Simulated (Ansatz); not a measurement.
# Ta: the cost of one run

Program: Ansatz 0.2.0. Level of theory: DFT PBE, scalar-relativistic. These are calculated values, not measurements.

## 1. Starting point

Symmetry: Im-3m, No. 229, cubic system. Conventional cell: a = 3.303 Å, b = 3.303 Å, c = 3.303 Å, α = 90.00°, β = 90.00°, γ = 90.00°. Around Ta (site symmetry m-3m) lie 8 Ta at 2.86 Å.

Coordinates:

```cif
data_structure
_symmetry_space_group_name_H-M 'Im-3m'
_symmetry_Int_Tables_number 229
_cell_length_a 3.3026
_cell_length_b 3.3026
_cell_length_c 3.3026
_cell_angle_alpha 90.000
_cell_angle_beta 90.000
_cell_angle_gamma 90.000
_cell_volume 36.02
loop_
_atom_site_label
_atom_site_type_symbol
_atom_site_symmetry_multiplicity
_atom_site_Wyckoff_symbol
_atom_site_fract_x
_atom_site_fract_y
_atom_site_fract_z
_atom_site_occupancy
Ta1 Ta 2 a 0.00000 0.00000 0.00000 1
```

The file gives the conventional cell by its symmetry; the runs use the cell typed in the input.

## 2. The deformed structure

Space group Im-3m before, R-3m after.

## 3. All-electron LAPW

The input, input.yaml:

```yaml
crystal:
  lattice:
    - [-1.6347672, 1.65128, 1.65128]
    - [1.65128, -1.6347672, 1.65128]
    - [1.65128, 1.65128, -1.6347672]
  atoms:
    - { symbol: Ta, position: [0.0, 0.0, 0.0] }
kpoints:
  mp_grid: { grid: [17, 17, 17] }
  band_path:
    path:
      - [0.0, 0.0, 0.0]
      - [0.0, 0.0, 0.5]
      - [-0.5, 0.5, 0.5]
      - [-0.7474684983, 0.2525315017, 0.2525315017]
      - [0.2525315017, 0.2525315017, 0.2525315017]
      - [0.0, 0.0, 0.0]
      - [-0.5, 0.0, 0.5]
    npoints: 5
scf:
  occupations: { method: fermi_dirac, width: 0.08 }
hamiltonian:
  xc: pbe
  pseudopotentials: { kind: all_electron, lapw: { basis_error: 0.0005 } }
output:
  forces: true
  stress: true
  eigenvalues: true
```

Launch:

```sh
> ansatz run input.yaml --threads 1 --pin off --max-ram 3072MiB --backend cpu --events-out ev --progress --plain --runs-dir out
```

Q: Estimate wall time and peak memory on 1 thread of Intel Xeon Platinum 8488C (Sapphire Rapids), shared host.

About 45 s, with a peak of 0.82 GiB.
